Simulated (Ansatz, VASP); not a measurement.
One calculation of RbBr, two programs

```
Rb Br
1.0
     0.00000    3.50616    3.50616
     3.50616    0.00000    3.50616
     3.50616    3.50616    0.00000
Rb Br
1 1
Direct
  0.00000 0.00000 0.00000
  0.50000 0.50000 0.50000
```

Alike in both runs: functional PBE; k mesh 6 × 6 × 6; occupations fermi-dirac, width 0.02 eV; no spin polarisation.

Ansatz relaxed the structure, and its values are those at the end. VASP's run is a single point on that final structure, the one shown.

```csv
,VASP,Ansatz
version,VASP 6.6.1,Ansatz 0.2.0
potentials or method,"VASP PAW PBE potentials, release 64 (Rb_sv, Br), cutoff 520 eV","all-electron LAPW, scalar-relativistic"
```

```csv
,VASP,Ansatz,Ansatz less VASP
pressure (GPa),0.0,0.0,-0.02
```

Ansatz ran all-electron here, so the differences hold the error of VASP's frozen core and of both bases.
